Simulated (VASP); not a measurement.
System: LiF (rock salt type, first atom moved by 0.06 Å along [111]), 2 atoms in the cell.

```
Li F
1.0
     0.00000    2.03500    2.03500
     2.03500    0.00000    2.03500
     2.03500    2.03500    0.00000
Li F
1 1
Direct
  0.00851 0.00851 0.00851
  0.50000 0.50000 0.50000
```

Code and potentials: VASP, Li_sv/F, 649 eV. Settings: k-mesh 4×4×4 Γ-centred; Fermi–Dirac smearing of 0.05 eV; no spin polarisation. For HSE06: HFSCREEN = 0.208; HFRCUT = 0; PRECFOCK = Normal.

One run gave:

```json
{
  "Pressure": "-0.86 GPa",
  "Gap on the mesh": "8.81 eV"
}
```

```csv
atom,Fx (eV/Å),Fy (eV/Å),Fz (eV/Å)
Li1,-0.048,-0.048,-0.048
F2,0.048,0.048,0.048
```

Which level of theory was it?
A. PBE
B. HSE06

A. All runs:

```json
{"level": "PBE", "pressure (GPa)": "-0.86", "gap (eV)": "8.81", "rms force (eV/Å)": "0.083"}
{"level": "HSE06", "pressure (GPa)": "-3.64", "gap (eV)": "11.09", "rms force (eV/Å)": "0.075"}
```

VASP prints the stress at a fixed plane-wave basis, so it holds the Pulay stress of this cutoff.

The k-mesh is modest, so these values aren't fully converged in k. Potentials made with PBE were used with another functional (at least in: VASP, Li_sv/F, 649 eV (HSE06)). Semilocal functionals give gaps that mostly lie well below measured ones.
